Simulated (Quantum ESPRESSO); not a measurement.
The system is Ge.

```
CELL_PARAMETERS angstrom
0.00000 2.88574 5.11566
2.63050 0.00000 5.11566
2.63050 2.88574 0.00000
ATOMIC_POSITIONS crystal
Ge 0.72649 0.27351 0.72649
Ge 0.27351 0.72649 0.27351
Ge 0.21813 0.21813 0.78187
Ge 0.78187 0.78187 0.21813
```

This isn't the form of Ge at room conditions, which is diamond.

| Item | Value |
| --- | --- |
| Program | Quantum ESPRESSO 7.5 |
| Task | single point |
| Functional | PBEsol |
| Potentials or basis | GBRV 1.5 PBEsol |
| Cutoff | 612 eV |
| Density cutoff | 4898 eV |
| k mesh | 7 × 7 × 7 |
| Occupations | fermi-dirac, width 0.05 eV |
| Spin | no spin polarisation |

On this cell: pressure -3.7 GPa; largest force 0.042 eV/Å; band gap on the k mesh none (metal or under the smearing width).

The same run follows on a disturbed copy (atoms moved at random, drawn with an rms of 0.05 Å):

```
Ge
1.0
     0.00000    2.88574    5.11566
     2.63050    0.00000    5.11566
     2.63050    2.88574    0.00000
Ge
4
Cartesian
  2.6159 4.2021 5.1348
  2.5811 1.6049 5.1540
  2.6116 2.9070 2.2054
  2.5946 2.8908 8.0025
```

Question: What does the disturbed cell give?

Answer: The energy (extrapolated to zero smearing) moves by +2.0 meV/atom; pressure -3.6 GPa; largest force 0.183 eV/Å; band gap on the k mesh none (metal or under the smearing width).

Forces in eV/Å, atoms in the order of the input:
```
Ge  -0.140  0.003 -0.075
Ge   0.144  0.002 -0.101
Ge  -0.054 -0.023  0.173
Ge   0.051  0.017  0.002
```

Stress tensor (GPa, compression positive):
```
-4.32 -0.01  0.03
-0.01 -3.01 -0.15
 0.03 -0.15 -3.42
```
